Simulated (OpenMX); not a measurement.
Set up this calculation in OpenMX 3.8.5, as the native input.

```
Task                : single point
Functional          : PBE
Potentials or basis : OpenMX 2013 PBE set, Ti7.0-s3p2d2, Al7.0-s2p2d1, grid cutoff 400 Ry
k mesh              : 7 × 7 × 7
Occupations         : fermi-dirac, width 0.05 eV
Spin                : no spin polarisation
Mixing scheme       : rmm-diisk
SCF threshold       : 1e-08 Ha
Solver              : band
Max SCF cycles      : 100
```

Crystal: TiAl3.

```
Ti Al
1.0
    -1.98755    1.98755    4.28067
     1.98755   -1.98755    4.28067
     1.98755    1.98755   -4.28067
Ti Al
1 3
Direct
  0.00000 0.00000 0.00000
  0.25000 0.75000 0.50000
  0.75000 0.25000 0.50000
  0.50000 0.50000 0.00000
```

The cell comes from a database or a generator and needn't be the stable form of this composition.

These files were run (other wordings do the same):

TiAl3.dat

```
System.CurrrentDirectory             ./
System.Name                          TiAl3
DATA.PATH                            ./DFT_DATA13
level.of.stdout                      1
level.of.fileout                     1
Species.Number                       2
<Definition.of.Atomic.Species
  Ti  Ti7.0-s3p2d2           Ti_PBE13
  Al  Al7.0-s2p2d1           Al_PBE13
Definition.of.Atomic.Species>

Atoms.Number                         4
Atoms.SpeciesAndCoordinates.Unit     FRAC
<Atoms.SpeciesAndCoordinates
    1  Ti    0.0000000000    0.0000000000    0.0000000000   6.000  6.000
    2  Al    0.2500000000    0.7500000000    0.5000000000   1.500  1.500
    3  Al    0.7500000000    0.2500000000    0.5000000000   1.500  1.500
    4  Al    0.5000000000    0.5000000000    0.0000000000   1.500  1.500
Atoms.SpeciesAndCoordinates>

Atoms.UnitVectors.Unit               Ang
<Atoms.UnitVectors
    -1.9875510422    1.9875510422    4.2806687947
     1.9875510422   -1.9875510422    4.2806687947
     1.9875510422    1.9875510422   -4.2806687947
Atoms.UnitVectors>

scf.XcType                           GGA-PBE
scf.SpinPolarization                 off
scf.ElectronicTemperature            580.226
scf.energycutoff                     400.0
scf.maxIter                          100
scf.EigenvalueSolver                 band
scf.Kgrid                            7 7 7
scf.Mixing.Type                      rmm-diisk
scf.Init.Mixing.Weight               0.05
scf.Min.Mixing.Weight                0.001
scf.Max.Mixing.Weight                0.3
scf.Mixing.History                   25
scf.Mixing.StartPulay                8
scf.criterion                        1.0e-8
scf.stress.tensor                    on
MD.Type                              nomd
```

Potentials or basis: OpenMX 2013 PBE set, Ti7.0-s3p2d2, Al7.0-s2p2d1, grid cutoff 400 Ry.

Command:

```sh
$ openmx TiAl3.dat -nt 1 > TiAl3.std
```

Results of the run:

- Pressure: -6.0 GPa
- Largest force: 0.005 eV/Å
- Band gap on the k mesh: none (metal or under the smearing width)
- Mulliken charges: Ti -0.63; Al +0.17, +0.28 e

Caveat: Mulliken charges move with the basis; the basis of atomic orbitals isn't converged, which shifts pressures, moduli and gaps.

It took 91 s on 1 thread of Arm Neoverse V2 (shared host), peak memory 0.64 GiB.
